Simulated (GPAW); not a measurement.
# Sn (Fd-3m) in GPAW: single point with PBE

Aim: the single point of Sn with PBE.

Everything below comes from runs of GPAW 26.7.0. Logs are shortened: lines on timing, memory, paths and dates and some standing lists are left out, and cuts for length are marked. The log counts tension as positive stress, the text compression.

## (1) The crystal as given

It takes space group Fd-3m (No. 227, cubic). Conventional cell: a = 6.467 Å, b = 6.467 Å, c = 6.467 Å, α = 90.00°, β = 90.00°, γ = 90.00°. Sn (site symmetry -43m) has 4 Sn at 2.80 Å as nearest neighbours.

This isn't the form of Sn at room conditions, which is tetragonal (white tin).

## (2) Single point, PBE

Contents of run.py:

```python
from ase.dft.bandgap import bandgap
from ase.io import write
from ase.spacegroup import crystal
from ase.units import GPa
from gpaw import GPAW, PW

# Sn 8a
atoms = crystal(['Sn'],
                basis=[[0.25, 0.25, 0.25]],
                spacegroup=227, setting=1,  # Fd-3m
                cellpar=[6.4666856, 6.4666856, 6.4666856, 90.0, 90.0, 90.0],
                primitive_cell=True)

calc = GPAW(mode=PW(500),
            xc='PBE',
            kpts={'size': (6, 6, 6), 'gamma': True},
            occupations={'name': 'fermi-dirac', 'width': 0.05},
            nbands=24,
            convergence={'density': 1e-05, 'energy': 1e-05},
            maxiter=80,
            txt='gpaw.txt')
atoms.calc = calc
energy = atoms.get_potential_energy()
forces = atoms.get_forces()
stress = atoms.get_stress()
calc.write('gs.gpw')
write('result.traj', atoms)
print(f'Energy: {energy:.6f} eV')
print('Forces (eV/A):')
print(forces.round(4))
print('Stress (GPa):', (stress / GPa).round(3))
print('Fermi level:', round(calc.get_fermi_level(), 4), 'eV')
print(f'Gap: {bandgap(calc)[0]:.4f} eV, direct: {bandgap(calc, direct=True)[0]:.4f} eV')
```

Potentials or basis: GPAW PAW data sets (gpaw-data 1.2.1), pw.

The run is started by

```
OMP_NUM_THREADS=1 python run.py
```

gpaw.txt:

```text
__  _  _
 | _ |_)|_||  |
 |__||  | ||/\| - 26.7.0

Input parameters:
  mode=PW(ecut=500.0),
  convergence={'density': 1e-05, 'energy': 1e-05},
  kpts=MonkhorstPack(size=(6, 6, 6), gamma=True),
  maxiter=80,
  nbands=24,
  occupations=Occupations(name='fermi-dirac', width=0.05),
  xc=XC(name='PBE')

Diagonalizing LCAO Hamiltonian
Converting LCAO to pw mode

            Sn

       Sn

Atoms  # Å, Bohr magnetons
|   | symbol |        x |        y |        z |    initial magnetic moments |
|---|--------|----------|----------|----------|-----------------------------|
| 0 |     Sn | 1.616671 | 1.616671 | 1.616671 | ( 0.0000,  0.0000,  0.0000) |
| 1 |     Sn | 0.000000 | 0.000000 | 0.000000 | ( 0.0000,  0.0000,  0.0000) |

Unit cell  # Å
| periodic |        x |        y |        z |  lengths |    angles |
|----------|----------|----------|----------|----------|-----------|
|      yes | 0.000000 | 3.233343 | 3.233343 | 4.572637 | 60.000000 |
|      yes | 3.233343 | 0.000000 | 3.233343 | 4.572637 | 60.000000 |
|      yes | 3.233343 | 3.233343 | 0.000000 | 4.572637 | 60.000000 |

Number of symmetries: 24
Symmetry operations  # r_c * U_cc + t_c -> r_c
|    | kind |            matrix            |
|----|------|------------------------------|
|  0 |  E   |  1, 0, 0,  0, 1, 0,  0, 0, 1 |
|  1 |  σ   |  1, 0, 0,  0, 0, 1,  0, 1, 0 |
|  2 |  σ   |  1, 0,-1,  0, 1,-1,  0, 0,-1 |
|  3 |  C3  |  1, 0,-1,  0, 0,-1,  0, 1,-1 |
|  4 |  C3  |  1,-1, 0,  0,-1, 1,  0,-1, 0 |
|  5 |  σ   |  1,-1, 0,  0,-1, 0,  0,-1, 1 |
|  6 |  σ   |  0, 1, 0,  1, 0, 0,  0, 0, 1 |
|  7 |  C3  |  0, 1, 0,  0, 0, 1,  1, 0, 0 |
|  8 |  C2  |  0, 1,-1,  1, 0,-1,  0, 0,-1 |
|  9 |  S4  |  0, 1,-1,  0, 0,-1,  1, 0,-1 |
| 10 |  C3  |  0, 0, 1,  1, 0, 0,  0, 1, 0 |
| 11 |  σ   |  0, 0, 1,  0, 1, 0,  1, 0, 0 |
| 12 |  S4  |  0, 0,-1,  1, 0,-1,  0, 1,-1 |
| 13 |  C3  |  0, 0,-1,  0, 1,-1,  1, 0,-1 |
| 14 |  S4  |  0,-1, 1,  1,-1, 0,  0,-1, 0 |
| 15 |  C2  |  0,-1, 1,  0,-1, 0,  1,-1, 0 |
| 16 |  C3  |  0,-1, 0,  1,-1, 0,  0,-1, 1 |
| 17 |  S4  |  0,-1, 0,  0,-1, 1,  1,-1, 0 |
| 18 |  S4  | -1, 1, 0, -1, 0, 1, -1, 0, 0 |
| 19 |  C3  | -1, 1, 0, -1, 0, 0, -1, 0, 1 |
| 20 |  C3  | -1, 0, 1, -1, 1, 0, -1, 0, 0 |
| 21 |  S4  | -1, 0, 1, -1, 0, 0, -1, 1, 0 |
| 22 |  σ   | -1, 0, 0, -1, 1, 0, -1, 0, 1 |
| 23 |  C2  | -1, 0, 0, -1, 0, 1, -1, 1, 0 |

BZ-sampling:
  Number of BZ points: 216
  Number of IBZ points: 16

  Monkhorst-Pack size: [6, 6, 6]
  Monkhorst-Pack shift: [0.08333333333333333, 0.08333333333333333, 0.08333333333333333]

K-points  # in reciprocal-cell coordinates
|     |                                coordinates |     weight |
|-----|--------------------------------------------|------------|
|   0 | (  0.00000000,   0.00000000,   0.00000000) | 0.00462963 |
|   1 | (  0.16666667,   0.16666667,   0.00000000) | 0.02777778 |
|   2 | (  0.16666667,   0.16666667,   0.16666667) | 0.03703704 |
|   3 | (  0.33333333,   0.16666667,   0.16666667) | 0.05555556 |
|   4 | (  0.33333333,   0.33333333,  -0.33333333) | 0.05555556 |
|   5 | (  0.33333333,   0.33333333,   0.00000000) | 0.02777778 |
|   6 | (  0.33333333,   0.33333333,   0.16666667) | 0.11111111 |
|   7 | (  0.33333333,   0.33333333,   0.33333333) | 0.03703704 |
|   8 | (  0.50000000,   0.33333333,  -0.33333333) | 0.11111111 |
|   9 | (  0.50000000,   0.33333333,  -0.16666667) | 0.05555556 |
| ... |                                            |            |
|  15 | (  0.50000000,   0.50000000,   0.50000000) | 0.01851852 |

Plane wave coefficients: 1759
Cutoff: 500.0 eV

Spin-components: 1 (collinear spins)
Bands:           24
Projectors:      12
Spin-degeneracy: 2
Datatype:        complex128

Density:
  Valence electrons: 28.0
  Components: 1
  Grid points: [24 24 24]
  Charge: 0.0  # |e|

Potential:
  Grid points: [24 24 24]

species:
  Sn:
    name:    Tin
    Z:       50.0
    valence: 14
    core:    36
    charge:  0.0  # [|e|]
    compensation charges:
      type: gauss
      rc: 0.38  # [Å]
      lmax: 2
    cutoffs:
      filter: 2.23  # [Å]
      core: 2.35  # [Å]
    projectors
    | kind |    occ | energy [eV] | rcut [Å] |
    |------|--------|-------------|----------|
    |   5s |  2.000 |     -10.538 |    1.201 |
    |   5p |  2.000 |      -3.696 |    1.270 |
    |   4d | 10.000 |     -25.845 |    1.185 |
    |    s |        |      16.674 |    1.201 |
    |    p |        |      23.515 |    1.270 |
    |    d |        |       1.367 |    1.185 |

    Using partial waves for Sn as LCAO basis

Reference energy: -336021.386614  # eV

eigensolver:
  PPCG
  Converge bands: occupied
  niter=2

density mixing:
  MSR1-Mixer
  Pratt-step length: 0.05
  Maximum mixing coefficient: 0.75
  Old densities: 10
  SVD Regularization: 0.005
  Good broyden scale: 1.0
  Trust region scale: 1.0
  Backstep threshold: 4.0
  History deletion threshold: 6.0
  Fourier metric: weight=20.0, sigma=0.015

occupation numbers:
  Fermi-Dirac:
    width: 0.0500  # eV

poisson solver:
  ecut: 4000.0  # eV

xc functional:
  name: PBE with 2 nearest neighbor stencil

convergence criteria:
- Maximum integral of absolute [dens]ity change: 1e-05 electrons / valence electron
- Maximum [total energy] change in last 3 cyles: 1e-05 eV / valence electron
- Maximum integral of absolute [eigenst]ate change: 4e-08 eV^2 / valence electron
maximum number of iterations: 80

SCF iterations
|iter     | |      energy | eigst |  dens |
|---------|-|-------------|-------|-------|
|iter:   1| |   -8.040243 | -0.07 |       |
|iter:   2| |   -8.042651 | -2.32 | -1.44 |
|iter:   3| |   -8.013764 | -2.55 | -1.47 |
|iter:   4| |   -8.017819 | -3.16 | -1.98 |
|iter:   5| |   -8.018707 | -4.13 | -2.64 |
|iter:   6| |   -8.018732 | -5.61 | -3.59 |
|iter:   7| |   -8.018733c| -6.73 | -4.39 |
|iter:   8| |   -8.018733c| -8.09c| -4.79 |
|iter:   9| |   -8.018733c| -8.26c| -5.31c|

Converged in 9 steps
Energy contributions relative to reference atoms: (reference = -336021.386614)

Energy contributions:
  Kinetic:          12.166662
  Coulomb:         -11.086505
  Zero:              0.054523
  External:          0.000000
  Xc:               -9.152328
  Entropy:          -0.002172
  Spinorbit:         0.000000
  ----------------------------
  Free energy:      -8.019819
  Extrapolated:     -8.018733

dipole moment: (-25.850198, -25.850198, -25.850198)  # |e|*Ang

Fermi level: 5.060
Eigenvalues  # (at kpt = [0.000, 0.000, 0.000])
| band index |      eig [eV] | occ [0-2] |
|------------|---------------|-----------|
|          0 |       -16.627 |     2.000 |
|        ... |               |           |
|          4 |       -16.568 |     2.000 |
|          5 |       -16.248 |     2.000 |
|          6 |       -16.248 |     2.000 |
|          7 |       -16.248 |     2.000 |
|          8 |       -16.240 |     2.000 |
|          9 |       -16.240 |     2.000 |
|         10 |        -5.593 |     2.000 |
|         11 |         4.526 |     2.000 |
|         12 |         5.144 |     0.317 |
|         13 |         5.144 |     0.317 |
|         14 |         5.144 |     0.317 |
|         15 |         7.220 |     0.000 |
|         16 |         7.220 |     0.000 |
|         17 |         7.220 |     0.000 |
|         18 |        10.115 |     0.000 |
|         19 |        13.038 |     0.000 |
|        ... |               |           |
|         23 |        13.420 |     0.000 |

No gap
No difference between direct/indirect transitions

Forces  # eV/Ang
|       x |       y |        z |
|---------|---------|----------|
| 0.00000 | 0.00000 | -0.00000 |  # Sn   0
| 0.00000 | 0.00000 | -0.00000 |  # Sn   1

Stress tensor  # eV/Ang^3
|         x |         y |         z |
|-----------|-----------|-----------|
| -0.019490 | -0.000000 |  0.000000 |
| -0.000000 | -0.019490 |  0.000000 |
|  0.000000 |  0.000000 | -0.019490 |

# Writing to gs.gpw (mode='')
```

Wall time 9.7 s (1 thread of AMD EPYC 7B13 (Zen 3), shared host); peak memory 0.15 GiB.

Results:

```yaml
Free_energy: -8.0198 eV
Pressure: 3.1 GPa
Band_gap_on_the_k_mesh: none (metal or under the smearing width)
```

Levels at points of the mesh, in eV from the Fermi level:
```tsv
k point	band 12	band 13	band 14	band 15	band 16	band 17
(0.00, 0.00, 0.00)	-0.53	0.08	0.08	0.08	2.16	2.16
(0.50, 0.50, 0.00)	-7.52	-2.50	-2.50	0.82	0.82	7.79
(0.50, 0.50, 0.50)	-6.32	-1.14	-1.14	0.03	3.24	3.24
```

Caveat: the cutoff is short for stress and forces, so pressures can be off by a GPa or more.
